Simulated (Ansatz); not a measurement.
The system is Si2Mo.

```xyz
3
Lattice="-1.6000 1.6000 3.9305 1.6000 -1.6000 3.9305 1.6000 1.6000 -3.9305" Properties=species:S:1:pos:R:3 pbc="T T T"
Mo    0.0000    0.0000    0.0000
Si    0.0000    0.0000    5.2433
Si    0.0000    0.0000    2.6177
```

Base run:

| Quantity | Value |
| --- | --- |
| Program | Ansatz 0.2.0 |
| Functional | RPBE |
| Potentials or basis | Ansatz PAW |
| Cutoff | 420 eV (not typed: the program's choice for these potentials) |
| k mesh | 12 × 12 × 12 |
| Occupations | fermi-dirac, width 0.05 eV |
| Spin | no spin polarisation |

Its results: band gap on the k mesh none (metal or under the smearing width); pressure 4.9 GPa; largest force 0.252 eV/Å.

Problem. After a change of settings the same cell gave: band gap on the k mesh none (metal or under the smearing width); pressure 11.3 GPa; largest force 0.322 eV/Å. Which change was it?
A. functional from RPBE to BLYP
B. functional from RPBE to revPBE
C. functional from RPBE to PBEsol

Solution. A.

Caveats: the PAW data sets come from PBE, with cores solved anew for the run's functional, which leaves a small shift of forces and pressure.
